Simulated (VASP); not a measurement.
# W in VASP: single point with PBE+D3(BJ)

Aim: the single point of W with PBE+D3(BJ).

Everything below comes from runs of VASP 6.6.1. Logs are shortened: lines on timing, memory, paths and dates and some standing lists are left out, and cuts for length are marked.

## Step 1: Starting point

The cell holds a slab with vacuum, 4 atoms: a = 3.165 Å, b = 3.165 Å, c = 25.858 Å, α = 90.00°, β = 90.00°, γ = 90.00°.

The cell was built by a generator and needn't be a form met in nature.

## Step 2: Single point, PBE+D3(BJ)

The input, INCAR:

```
  PREC = Accurate
  ENCUT = 520
  EDIFF = 1E-6
  ISMEAR = 1
  SIGMA = 0.1
  LREAL = False
  LASPH = True
  NELM = 100
  ALGO = Fast
  ISIF = 2
  LWAVE = False
  LCHARG = False
  LDIPOL = True
  IDIPOL = 3
  DIPOL = 0.5 0.5 0.657
  GGA = PE
  IVDW = 12
  NBANDS = 36
```

The input, KPOINTS:

```
regular mesh
0
Gamma
  10 10 1
```

The input, POSCAR:

```
W
1.0
    3.1646185137      0.0000000000      0.0000000000
    0.0000000000      3.1646185137      0.0000000000
    0.0000000000      0.0000000000     25.8578461265
W
4
Direct
    0.0000000000      0.0000000000      0.5680735063
    0.5000000000      0.5000000000      0.6252581972
    1.0000000000      0.0000000000      0.6905498935
    0.5000000000      0.5000000000      0.7445447954
```

Potentials or basis: VASP PAW PBE potentials, release 64 (W_sv).

The run is started by

```console
$ cat potpaw_PBE.64/W_sv/POTCAR > POTCAR
$ mpirun -np 1 vasp_std > vasp.out
```

OUTCAR:

```text
PREC = Accurate
   ENCUT = 520
   EDIFF = 1E-6
   ISMEAR = 1
   LREAL = False
   LASPH = True
   NELM = 100
   ISIF = 2
   GGA = PE
   IVDW = 12
 IVDW          = 12

 ion  position               nearest neighbor table
   1  0.000  0.000  0.568-   2 2.68   2 2.68   2 2.68   2 2.68   3 3.17
   2  0.500  0.500  0.625-   1 2.68   1 2.68   1 2.68   1 2.68   3 2.80   3 2.80   3 2.80   3 2.80
                             4 3.08
   3  0.000  0.000  0.691-   4 2.64   4 2.64   4 2.64   4 2.64   2 2.80   2 2.80   2 2.80   2 2.80
                             1 3.17
   4  0.500  0.500  0.745-   3 2.64   3 2.64   3 2.64   3 2.64   2 3.08

  LATTYP: Found a simple tetragonal cell.
 ALAT       =     3.1646185137
 C/A-ratio  =     8.1709204489

  Lattice vectors:

 A1 = (   3.1646185137,   0.0000000000,   0.0000000000)
 A2 = (   0.0000000000,   3.1646185137,   0.0000000000)
 A3 = (   0.0000000000,   0.0000000000,  25.8578461265)

Analysis of symmetry for initial positions (statically):
=====================================================================
 Subroutine PRICEL returns:
 Original cell was already a primitive cell.

 Routine SETGRP: Setting up the symmetry group for a
 simple tetragonal supercell.

 Subroutine GETGRP returns: Found  8 space group operations
 (whereof  8 operations were pure point group operations)
 out of a pool of 16 trial point group operations.

The static configuration has the point symmetry C_4v.

Analysis of symmetry for dynamics (positions and initial velocities):
=====================================================================
 Subroutine PRICEL returns:
 Original cell was already a primitive cell.

 Routine SETGRP: Setting up the symmetry group for a
 simple tetragonal supercell.

 Subroutine GETGRP returns: Found  8 space group operations
 (whereof  8 operations were pure point group operations)
 out of a pool of 16 trial point group operations.

The dynamic configuration has the point symmetry C_4v.

 Subroutine INISYM returns: Found  8 space group operations
 (whereof  8 operations are pure point group operations),
 and found     1 'primitive' translations

----------------------------------------------------------------------------------------

                                     Primitive cell

  volume of cell :     258.9614

  direct lattice vectors                    reciprocal lattice vectors
     3.164618514  0.000000000  0.000000000     0.315993854  0.000000000  0.000000000
     0.000000000  3.164618514  0.000000000     0.000000000  0.315993854  0.000000000
     0.000000000  0.000000000 25.857846127     0.000000000  0.000000000  0.038672981

  length of vectors
     3.164618514  3.164618514 25.857846127     0.315993854  0.315993854  0.038672981

  position of ions in fractional coordinates (direct lattice)
     0.000000000  0.000000000  0.568073506
     0.500000000  0.500000000  0.625258197
     0.000000000  0.000000000  0.690549893
     0.500000000  0.500000000  0.744544795

  ion indices of the primitive-cell ions
   primitive index   ion index
                 1           1
                 2           2
                 3           3
                 4           4

----------------------------------------------------------------------------------------

 KPOINTS: regular mesh

Automatic generation of k-mesh.
 Grid dimensions read from file:
 generate k-points for:   10   10    1

 Generating k-lattice:

  Cartesian coordinates                     Fractional coordinates (reciprocal lattice)
     0.031599385  0.000000000  0.000000000     0.100000000  0.000000000  0.000000000
     0.000000000  0.031599385  0.000000000     0.000000000  0.100000000  0.000000000
     0.000000000  0.000000000  0.038672981     0.000000000  0.000000000  1.000000000

  Length of vectors
     0.031599385  0.031599385  0.038672981

  Shift w.r.t. Gamma in fractional coordinates (k-lattice)
     0.000000000  0.000000000  0.000000000

 Subroutine IBZKPT returns following result:
 ===========================================

 Found     21 irreducible k-points:

 Following reciprocal coordinates:
            Coordinates               Weight
  0.000000  0.000000  0.000000      1.000000
  0.100000  0.000000  0.000000      4.000000
  0.200000  0.000000  0.000000      4.000000
  0.300000  0.000000  0.000000      4.000000
  0.400000  0.000000  0.000000      4.000000
  0.500000  0.000000  0.000000      2.000000
[... 13 lines left out ...]
  0.500000  0.400000  0.000000      4.000000
  0.500000  0.500000  0.000000      1.000000
   k-points           NKPTS =     21   k-points in BZ     NKDIM =     21   number of bands    NBANDS=     36
   number of dos      NEDOS =    301   number of ions     NIONS =      4
   total plane-waves  NPLWV = 110592
   dimension x,y,z NGX =    24 NGY =   24 NGZ =  192
   dimension x,y,z NGXF=    48 NGYF=   48 NGZF=  384
   ions per type =               4
   NGX,Y,Z   is equivalent  to a cutoff of  12.61, 12.61, 12.34 a.u.
   NGXF,Y,Z  is equivalent  to a cutoff of  25.22, 25.22, 24.69 a.u.
 SYSTEM =  unknown system
   PREC   = accura    normal or accurate (medium, high low for compatibility)
   ISTART =      0    job   : 0-new  1-cont  2-samecut
   ICHARG =      2    charge: 1-file 2-atom 10-const
   ISPIN  =      1    spin polarized calculation?
   LNONCOLLINEAR =      F non collinear calculations
   LSORBIT =      F    spin-orbit coupling
   LASPH  =      T    aspherical Exc in radial PAW
   ENCUT  =  520.0 eV  38.22 Ry    6.18 a.u.   5.88  5.88 48.08*2*pi/ulx,y,z
   NELM   =    100;   NELMIN=  2; NELMDL= -5     # of ELM steps
   EDIFF  = 0.1E-05   stopping-criterion for ELM
   LREAL  =      F    real-space projection
   EDIFFG = 0.1E-04   stopping-criterion for IOM
   NSW    =      0    number of steps for IOM
   IBRION =     -1    ionic relax: 0-MD 1-quasi-New 2-CG
   NFREE  =      0    steps in history (QN), initial steepest desc. (CG)
   ISIF   =      2    stress and relaxation
   ISYM   =      2    0-nonsym 1-usesym 2-fastsym
   POTIM  = 0.5000    time-step for ionic-motion
   TEBEG  =    0.0;   TEEND  =   0.0 temperature during run
   PSTRESS=    0.0 pullay stress
   NELECT =      56.0000    total number of electrons
   NUPDOWN=      -1.0000    fix difference up-down
   EMIN   =  10.00;   EMAX   =-10.00  energy-range for DOS
   EFERMI =   0.00;   METHOD = LEGACY
   ISMEAR =     1;   SIGMA  =   0.10  broadening in eV -4-tet -1-fermi 0-gaus
   EFERMI_NEDOS =   21; number of points for ismear=-14 and -15
   IALGO  =     68    algorithm
   IMIX   =      4    mixing-type and parameters
     AMIX     =   0.40;   BMIX     =  1.00
     AMIX_MAG =   1.60;   BMIX_MAG =  1.00
  volume/ion in A,a.u.               =      64.74       436.89
  Fermi-wavevector in a.u.,A,eV,Ry     =   0.982636  1.856912 13.137414  0.965573
  Thomas-Fermi vector in A             =   2.113733
   LORBIT       =      0    0 simple, 1 ext, 2 COOP (PROOUT), +10 PAW based schemes
   GGA     = PE    functional components
   LHFCALC =     F    Hartree Fock is set to
   AEXX    =    0.0000 exact exchange contribution
   IVDW    =    12    specifies the selected vdW correction
   LEPSILON=     F    determine dielectric tensor
   LRPA    =     F    only Hartree local field effects (RPA)
 non-spin polarized calculation
 RMM-DIIS sequential band-by-band and
 Methfessel and Paxton  Order N= 1 SIGMA  =   0.10
  energy-cutoff  :      520.00
  volume of cell :      258.96
 maximum number of plane-waves:      7036
 NGX is ok and might be reduce to    24
   NGX = 11   NGY = 11   NGZ = 97

 dipolmoment           0.000000      0.000000      0.000884 electrons x Angstroem

 number of electron      55.9999996 magnetization

 dipolmoment           0.000000      0.000000     -0.000540 electrons x Angstroem

 Free energy of the ion-electron system (eV)
  ---------------------------------------------------
  ext. energy  EPLUGINS =         0.00000000
  ---------------------------------------------------
  free energy    TOTEN  =       -46.75900130 eV

  energy without entropy =      -46.75523696  energy(sigma->0) =      -46.75774652

 E-fermi :  -0.3012     XC(G=0):  -4.2543

 val. band max:       -0.3269943987   @ k =   0.2000   0.2000   0.0000
 cond. band min:      -0.2936784190   @ k =   0.1000   0.0000   0.0000
 fundamental gap:      0.0333159796
 Fermi energy:        -0.3012401251

 k-point     1 :       0.0000    0.0000    0.0000
  band No.  band energies     occupation
      1     -74.1282      2.00000
      2     -74.0582      2.00000
      3     -73.9526      2.00000
      4     -73.8704      2.00000
      5     -38.5907      2.00000
      6     -38.5469      2.00000
[... 28 lines left out ...]
     35       2.5816      0.00000
     36       3.3481      0.00000

 k-point     2 :       0.1000    0.0000    0.0000
  band No.  band energies     occupation
      1     -74.1225      2.00000
      2     -74.0541      2.00000
      3     -73.9552      2.00000
      4     -73.8743      2.00000
      5     -38.6420      2.00000
      6     -38.5910      2.00000
[... 28 lines left out ...]
     35       2.2458      0.00000
     36       2.6654      0.00000

 k-point     3 :       0.2000    0.0000    0.0000
  band No.  band energies     occupation
      1     -74.1065      2.00000
      2     -74.0426      2.00000
      3     -73.9630      2.00000
      4     -73.8856      2.00000
      5     -38.7403      2.00000
      6     -38.6663      2.00000
[... 28 lines left out ...]
     35       2.3869      0.00000
     36       2.6220      0.00000
[... 625 lines left out ...]
 k-point    20 :       0.5000    0.4000    0.0000
  band No.  band energies     occupation
      1     -74.0318      2.00000
      2     -73.9991      2.00000
      3     -73.9896      2.00000
      4     -73.9225      2.00000
      5     -38.8919      2.00000
      6     -38.8863      2.00000
[... 28 lines left out ...]
     35       3.3177      0.00000
     36       3.3377      0.00000

 k-point    21 :       0.5000    0.5000    0.0000
  band No.  band energies     occupation
      1     -74.0310      2.00000
      2     -73.9982      2.00000
      3     -73.9887      2.00000
      4     -73.9217      2.00000
      5     -38.9150      2.00000
      6     -38.9150      2.00000
[... 28 lines left out ...]
     35       3.1870      0.00000
     36       3.2080      0.00000

------------------------ aborting loop because EDIFF is reached ----------------------------------------

 vacuum level on the upper side and lower side of the slab       (xc-potential included)        -0.009         0.001

 Edisp (eV)   -1.67916

 E8    (eV) :    -0.9021

  FORCE on cell =-STRESS in cart. coord.  units (eV):
  Direction    XX          YY          ZZ          XY          YZ          ZX
  --------------------------------------------------------------------------------------
  -------------------------------------------------------------------------------------
  Total      -4.99830    -4.99830    -1.59082     0.00000    -0.00000     0.00000
  in kB     -30.92413   -30.92413    -9.84228     0.00000    -0.00000     0.00000
  external pressure =      -23.90 kB  Pullay stress =        0.00 kB

 VOLUME and BASIS-vectors are now :
 -----------------------------------------------------------------------------
  energy-cutoff  :      520.00
  volume of cell :      258.96
      direct lattice vectors                 reciprocal lattice vectors
     3.164618514  0.000000000  0.000000000     0.315993854  0.000000000  0.000000000
     0.000000000  3.164618514  0.000000000     0.000000000  0.315993854  0.000000000
     0.000000000  0.000000000 25.857846127     0.000000000  0.000000000  0.038672981

 POSITION                                       TOTAL-FORCE (eV/Angst)
 -----------------------------------------------------------------------------------
      0.00000      0.00000     14.68916        -0.000000     -0.000000      1.076716
      1.58231      1.58231     16.16783        -0.000000      0.000000     -1.129066
      0.00000      0.00000     17.85613         0.000000     -0.000000      0.080291
      1.58231      1.58231     19.25232        -0.000000     -0.000000     -0.027941
 -----------------------------------------------------------------------------------
    total drift:                                0.000000     -0.000000     -0.000073

  FREE ENERGIE OF THE ION-ELECTRON SYSTEM (eV)
  ---------------------------------------------------
  free  energy   TOTEN  =       -48.4381627731 eV

  energy  without entropy=      -48.4343984388  energy(sigma->0) =      -48.43690800

 vacuum level on the upper side and lower side of the slab         3.813         3.823
```

Wall time 5.7 min (1 thread of AMD EPYC 7R43 (Zen 3), shared host); peak memory 0.38 GiB.

What came out:

- Free energy: -48.4382 eV
- Largest force: 1.129 eV/Å
- Band gap on the k mesh: none (metal or under the smearing width)
- Dispersion energy per atom: -0.420 eV

Forces in eV/Å, atoms in the order of the input:
```
W    0.000  0.000  1.077
W    0.000  0.000 -1.129
W    0.000  0.000  0.080
W    0.000  0.000 -0.028
```

Levels at points of the mesh, in eV from the Fermi level:
| k point | band 25 | band 26 | band 27 | band 28 | band 29 | band 30 | band 31 | band 32 |
| --- | --- | --- | --- | --- | --- | --- | --- | --- |
| (0.00, 0.00, 0.00) | -0.59 | -0.45 | -0.34 | -0.14 | -0.14 | -0.08 | 0.60 | 1.20 |
| (0.50, 0.00, 0.00) | -0.84 | -0.76 | -0.35 | -0.31 | 0.71 | 1.02 | 1.68 | 1.86 |
| (0.50, 0.50, 0.00) | -1.28 | -1.28 | 1.59 | 1.59 | 2.04 | 2.08 | 2.64 | 2.64 |
